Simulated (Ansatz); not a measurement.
# Tungsten, bcc under revPBE: ground state and equation of state, part 2 of 2

What does revPBE give for tungsten in the bcc structure? We relax it, solve it on a dense k-mesh, switch on spin-orbit coupling, then scale the cell to 7 volumes from 88 to 112 % of the relaxed one and try a fit of the equation of state. The k-meshes are 14×14×14 for the relaxation; 23×23×23 for the dense run; 14×14×14 for spin-orbit coupling; 23×23×23 for the volumes. It starts from a deposited cell (COD).

Ansatz 0.2.0; DFT, revPBE, plane waves (420 eV) with PAW, scalar-relativistic. Earlier steps stand in the parts before.

## 7. The cell scaled to 96 % of its volume

Input file input.yaml:

```yaml
crystal:
  lattice:
    - [-1.5753782396, 1.5753782396, 1.5753782396]
    - [1.5753782396, -1.5753782396, 1.5753782396]
    - [1.5753782396, 1.5753782396, -1.5753782396]
  atoms:
    - { symbol: W, position: [0.0, 0.0, 0.0] }
hamiltonian:
  xc: revpbe
  pseudopotentials:
    kind: paw
    azcp:
      W: "pseudopotentials/W.paw.azcp"
basis:
  ecutwfc: 420
  fft_grid_basis: typed
kpoints:
  mp_grid: { grid: [23, 23, 23], shift: [0, 0, 0] }
magnetization:
  spin_polarized: false
scf:
  occupations: { method: fermi_dirac, width: 0.1 }
output:
  stress: true
```

Log (excerpt; [...] marks lines left out):

```text
[...]
Pseudopotentials: kind: paw
Pseudopotential: W, paw, valence charge 14, recommended cutoff 420 eV (normal), <dir>
Functional definition: revPBE
[...]
Crystal: 1 atoms, lattice volume = 15.639 Å³
Basis set: ecut = 420 eV, 321 PW (Γ)
Bands: 11, of which v1, the nominal top of the filled ones, is band 7 counted from 1 (6 counted from 0)
Symmetry: 48 space group operations
Space group: Im-3m (ITA 229), of the structure as read, at distance tolerance 2.5e-5 Å
k-points: 364 of 12167
[...]
SCF iter   1: F=—  HF=-10393.870215 eV  |F-HF|=—  |Δ(HF+E_count)|=         —  Δρ=2.09e-3  dr2=2.31e-4  ethr=1.77e-3  ⟨swp⟩=5.0  Hψ=21052  notcnv=0
[...]
SCF iter   6: F=-10393.869969 eV  HF=-10393.869969 eV  |F-HF|=0.00e0  |Δ(HF+E_count)|=   2.05e-9  Δρ=3.45e-7  dr2=7.38e-12  ethr=6.33e-11  ⟨swp⟩=2.0  Hψ=13792  notcnv=0
[...]
SCF converged after 6 iterations
Free energy (F): -10393.869969 eV
[...]
E sigma→0 (E₀):  -10393.863029 eV
Entropy (-TS):   -0.013881 eV (-13.881 meV/atom)
Fermi energy:    23.029749 eV
[...]
--- Stress (GPa, compression-positive) ---
       12.851329      -0.000000      -0.000000
       -0.000000      12.851329      -0.000000
       -0.000000      -0.000000      12.851329
  P = ⅓ Tr σ = 12.8513 GPa (128.513 kbar)
```

It took 5.7 s on 1 thread of an x86-64 CPU, shared host; peak memory 0.54 GiB.

## 8. The cell scaled to 100 % of its volume

Changes to input.yaml since step 7:

```diff
@@ -2,5 +2,5 @@
   lattice:
-    - [-1.5753782396, 1.5753782396, 1.5753782396]
-    - [1.5753782396, -1.5753782396, 1.5753782396]
-    - [1.5753782396, 1.5753782396, -1.5753782396]
+    - [-1.5969614455, 1.5969614455, 1.5969614455]
+    - [1.5969614455, -1.5969614455, 1.5969614455]
+    - [1.5969614455, 1.5969614455, -1.5969614455]
   atoms:
```

Log (excerpt; [...] marks lines left out):

```text
[...]
[... 3 set-up lines as earlier in the session ...]
[...]
Crystal: 1 atoms, lattice volume = 16.291 Å³
Basis set: ecut = 420 eV, 321 PW (Γ)
Bands: 11, of which v1, the nominal top of the filled ones, is band 7 counted from 1 (6 counted from 0)
[... 2 set-up lines as earlier in the session ...]
k-points: 364 of 12167
[...]
SCF iter   1: F=—  HF=-10393.894836 eV  |F-HF|=—  |Δ(HF+E_count)|=         —  Δρ=1.94e-3  dr2=2.13e-4  ethr=1.77e-3  ⟨swp⟩=5.0  Hψ=21027  notcnv=0
[...]
SCF iter   6: F=-10393.894655 eV  HF=-10393.894655 eV  |F-HF|=4.65e-9  |Δ(HF+E_count)|=   6.42e-8  Δρ=6.83e-6  dr2=5.80e-9  ethr=7.14e-10  ⟨swp⟩=4.2  Hψ=12734  notcnv=0
[...]
SCF converged after 6 iterations
Free energy (F): -10393.894655 eV
[...]
E sigma→0 (E₀):  -10393.887578 eV
Entropy (-TS):   -0.014154 eV (-14.154 meV/atom)
Fermi energy:    21.983115 eV
[...]
--- Stress (GPa, compression-positive) ---
       -0.260602      -0.000000      -0.000000
       -0.000000      -0.260602       0.000000
       -0.000000      -0.000000      -0.260602
  P = ⅓ Tr σ = -0.2606 GPa (-2.606 kbar)
```

Wall time 5.3 s (1 thread of an x86-64 CPU, shared host); peak memory 0.55 GiB.

## 9. The cell scaled to 104 % of its volume

Changes to input.yaml since step 8:

```diff
@@ -2,5 +2,5 @@
   lattice:
-    - [-1.5969614455, 1.5969614455, 1.5969614455]
-    - [1.5969614455, -1.5969614455, 1.5969614455]
-    - [1.5969614455, 1.5969614455, -1.5969614455]
+    - [-1.617976506, 1.617976506, 1.617976506]
+    - [1.617976506, -1.617976506, 1.617976506]
+    - [1.617976506, 1.617976506, -1.617976506]
   atoms:
```

Log (excerpt; [...] marks lines left out):

```text
[...]
[... 3 set-up lines as earlier in the session ...]
[...]
Crystal: 1 atoms, lattice volume = 16.942 Å³
Basis set: ecut = 420 eV, 321 PW (Γ)
Bands: 11, of which v1, the nominal top of the filled ones, is band 7 counted from 1 (6 counted from 0)
[... 1 set-up line as earlier in the session ...]
Space group: Im-3m (ITA 229), of the structure as read, at distance tolerance 2.6e-5 Å
k-points: 364 of 12167
[...]
SCF iter   1: F=—  HF=-10393.871322 eV  |F-HF|=—  |Δ(HF+E_count)|=         —  Δρ=1.82e-3  dr2=1.83e-4  ethr=1.77e-3  ⟨swp⟩=5.0  Hψ=21033  notcnv=0
[...]
SCF iter   6: F=-10393.871204 eV  HF=-10393.871204 eV  |F-HF|=5.77e-9  |Δ(HF+E_count)|=   9.45e-8  Δρ=6.61e-6  dr2=6.92e-9  ethr=7.14e-10  ⟨swp⟩=4.4  Hψ=12991  notcnv=0
[...]
SCF converged after 6 iterations
Free energy (F): -10393.871204 eV
[...]
E sigma→0 (E₀):  -10393.863933 eV
Entropy (-TS):   -0.014542 eV (-14.542 meV/atom)
Fermi energy:    21.013114 eV
[...]
--- Stress (GPa, compression-positive) ---
      -10.900389       0.000000      -0.000000
       -0.000000     -10.900389      -0.000000
       -0.000000       0.000000     -10.900389
  P = ⅓ Tr σ = -10.9004 GPa (-109.004 kbar)
```

Wall time 3.9 s (1 thread of an x86-64 CPU, shared host); peak memory 0.55 GiB.

## 10. The cell scaled to 108 % of its volume

Changes to input.yaml since step 9:

```diff
@@ -2,5 +2,5 @@
   lattice:
-    - [-1.617976506, 1.617976506, 1.617976506]
-    - [1.617976506, -1.617976506, 1.617976506]
-    - [1.617976506, 1.617976506, -1.617976506]
+    - [-1.6384593957, 1.6384593957, 1.6384593957]
+    - [1.6384593957, -1.6384593957, 1.6384593957]
+    - [1.6384593957, 1.6384593957, -1.6384593957]
   atoms:
```

Log (excerpt; [...] marks lines left out):

```text
[...]
[... 3 set-up lines as earlier in the session ...]
[...]
Crystal: 1 atoms, lattice volume = 17.594 Å³
Basis set: ecut = 420 eV, 321 PW (Γ)
Bands: 11, of which v1, the nominal top of the filled ones, is band 7 counted from 1 (6 counted from 0)
[... 2 set-up lines as earlier in the session ...]
k-points: 364 of 12167
[...]
SCF iter   1: F=—  HF=-10393.808694 eV  |F-HF|=—  |Δ(HF+E_count)|=         —  Δρ=1.74e-3  dr2=1.51e-4  ethr=1.77e-3  ⟨swp⟩=5.0  Hψ=21093  notcnv=0
[...]
SCF iter   6: F=-10393.808729 eV  HF=-10393.808729 eV  |F-HF|=2.36e-10  |Δ(HF+E_count)|=  9.11e-10  Δρ=1.75e-6  dr2=3.11e-10  ethr=2.54e-11  ⟨swp⟩=2.0  Hψ=13251  notcnv=0
[...]
SCF converged after 6 iterations
Free energy (F): -10393.808729 eV
[...]
E sigma→0 (E₀):  -10393.801248 eV
Entropy (-TS):   -0.014961 eV (-14.961 meV/atom)
Fermi energy:    20.111667 eV
[...]
--- Stress (GPa, compression-positive) ---
      -19.519228       0.000000      -0.000000
       -0.000000     -19.519228       0.000000
        0.000000       0.000000     -19.519228
  P = ⅓ Tr σ = -19.5192 GPa (-195.192 kbar)
```

It took 5.3 s on 1 thread of an x86-64 CPU, shared host; peak memory 0.55 GiB.

## 11. The cell scaled to 112 % of its volume

Changes to input.yaml since step 10:

```diff
@@ -2,5 +2,5 @@
   lattice:
-    - [-1.6384593957, 1.6384593957, 1.6384593957]
-    - [1.6384593957, -1.6384593957, 1.6384593957]
-    - [1.6384593957, 1.6384593957, -1.6384593957]
+    - [-1.6584425773, 1.6584425773, 1.6584425773]
+    - [1.6584425773, -1.6584425773, 1.6584425773]
+    - [1.6584425773, 1.6584425773, -1.6584425773]
   atoms:
```

Log (excerpt; [...] marks lines left out):

```text
[...]
[... 3 set-up lines as earlier in the session ...]
[...]
Crystal: 1 atoms, lattice volume = 18.246 Å³
Basis set: ecut = 420 eV, 369 PW (Γ)
Bands: 11, of which v1, the nominal top of the filled ones, is band 7 counted from 1 (6 counted from 0)
[... 2 set-up lines as earlier in the session ...]
k-points: 364 of 12167
[...]
SCF iter   1: F=—  HF=-10393.714570 eV  |F-HF|=—  |Δ(HF+E_count)|=         —  Δρ=1.73e-3  dr2=1.56e-4  ethr=1.77e-3  ⟨swp⟩=5.0  Hψ=21048  notcnv=0
[...]
SCF iter   6: F=-10393.714679 eV  HF=-10393.714679 eV  |F-HF|=9.62e-10  |Δ(HF+E_count)|=   2.77e-8  Δρ=3.41e-6  dr2=1.21e-9  ethr=4.62e-10  ⟨swp⟩=2.6  Hψ=14285  notcnv=0
[...]
SCF converged after 6 iterations
Free energy (F): -10393.714679 eV
[...]
E sigma→0 (E₀):  -10393.706983 eV
Entropy (-TS):   -0.015391 eV (-15.391 meV/atom)
Fermi energy:    19.271860 eV
[...]
--- Stress (GPa, compression-positive) ---
      -26.479629       0.000000      -0.000000
        0.000000     -26.479629       0.000000
        0.000000      -0.000000     -26.479629
  P = ⅓ Tr σ = -26.4796 GPa (-264.796 kbar)
```

Wall time 5.9 s (1 thread of an x86-64 CPU, shared host); peak memory 0.55 GiB.

## 12. Fitting the volumes

All volumes keep the relaxed shape and fractional coordinates.

| V (Å³/atom) | E − E₀ (meV/atom) | P from the stress (GPa) | P from the fit (GPa) |
| --- | --- | --- | --- |
| 14.336 | 265.4 | 48.85 | 49.00 |
| 14.988 | 108.4 | 28.99 | 28.97 |
| 15.639 | 24.5 | 12.85 | 12.81 |
| 16.291 | -0.1 | -0.26 | -0.29 |
| 16.942 | 23.6 | -10.90 | -10.93 |
| 17.594 | 86.3 | -19.52 | -19.57 |
| 18.246 | 180.5 | -26.48 | -26.60 |

A third-order Birch-Murnaghan fit gives V₀ = 16.275 Å³/atom, B₀ = 296 GPa and B₀′ = 4.2; it misses no point by more than 0.08 meV/atom.

## 13. Results

What follows sums up all 2 parts.

| quantity | value |
| --- | --- |
| space group (spins left aside) | Im-3m (No. 229) |
| conventional cell | a = 3.194 Å |
| volume | 16.291 Å³/atom |
| shortest distance | 2.766 Å |
| against the deposited volume | +2.8 % (15.847 Å³/atom) |
| gap on the mesh | none (levels filled in part) |
| V₀, B₀, B₀′ | 16.275 Å³/atom, 296 GPa, 4.2 |

The relaxed volume lies 2.8 % above the deposited cell. This functional tends to bind solids too weakly. Zero-point motion and any thermal expansion in the deposited cell, which the calculation lacks, would widen the miss. Levels at the Fermi energy are filled in part, as in a metal. Totals with and without spin-orbit coupling (-24.6 eV/atom apart) can't be read as binding, since the two-component data shift the zero of energy. The fitted modulus is 296 GPa, among the stiffest elements.
